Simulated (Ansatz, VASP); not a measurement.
Al in VASP and in Ansatz

```
Al
1.0
     2.85774    0.00000    0.00000
    -1.42887    2.47488    0.00000
     0.00000    0.00000   26.66668
Al
6
Direct
  0.66667 0.33333 0.28121
  0.33333 0.66667 0.36971
  0.00000 0.00000 0.45636
  0.66667 0.33333 0.54364
  0.33333 0.66667 0.63029
  0.00000 0.00000 0.71879
```

Alike in both runs: functional PBE; k mesh 12 × 12 × 1; occupations gaussian, width 0.1 eV; no spin polarisation.

Ansatz relaxed the structure, and its values are those at the end. VASP's run is a single point on that final structure, the one shown.

|  | VASP | Ansatz |
| --- | --- | --- |
| version | VASP 6.6.1 | Ansatz 0.2.0 |
| potentials or method | VASP PAW PBE potentials, release 64 (Al) | scalar-relativistic, plane waves, PAW |
| plane-wave cutoff (eV) | 520 | 420 |
| valence electrons in the cell | 18 | 18 |

Ansatz gave:

| Quantity | Value |
| --- | --- |
| gap on the k mesh at the Fermi level (eV) | none |
| work function, face that differs most (eV) | 4.09 |

Problem. Estimate VASP's values.

Solution. gap on the k mesh at the Fermi level (eV): none; work function, face that differs most (eV): 4.01.

A gap of «none» marks a metal or a gap that the smearing closes.
